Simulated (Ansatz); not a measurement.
## A family of molecules: the dipole moment

Gas-phase molecules, one atom swapped for its congeners: C3H2N2 (malononitrile) `N#CCC#N`; SiH2(CN)2; GeH2(CN)2; SnH2(CN)2. All are singlets with charge 0.

Shapes, held fixed at every level: PBE0-D4/def2-TZVP. Programs: Ansatz 0.2.0. Values in D.

```csv
level,C3H2N2,SiH2(CN)2,SnH2(CN)2
PBE-D4/def2-TZVPP,3.77,3.54,4.56
r2SCAN-D4/def2-TZVPP,3.88,3.61,4.66
B3LYP-D4/def2-TZVPP,3.86,3.66,4.73
wB97M-V/def2-TZVPP,3.86,3.65,4.76
measured,3.73,–,–
```

Problem. Estimate the column for GeH2(CN)2 from its neighbours.

Solution. The mean of the neighbours at wB97M-V/def2-TZVPP is 4.21 D, against 4.19 from the run. All rows: PBE-D4/def2-TZVPP 4.03; r2SCAN-D4/def2-TZVPP 4.12; B3LYP-D4/def2-TZVPP 4.17; wB97M-V/def2-TZVPP 4.19 D. At wB97M-V/def2-TZVPP the dipole moment isn't monotonic: it is largest for Sn and smallest for Si (4.76 and 3.65 D). Every level shows the same order. Measured values: NIST CCCBDB. For atoms past krypton def2 sets carry core potentials with scalar relativity. Relativity is left out for Ge.
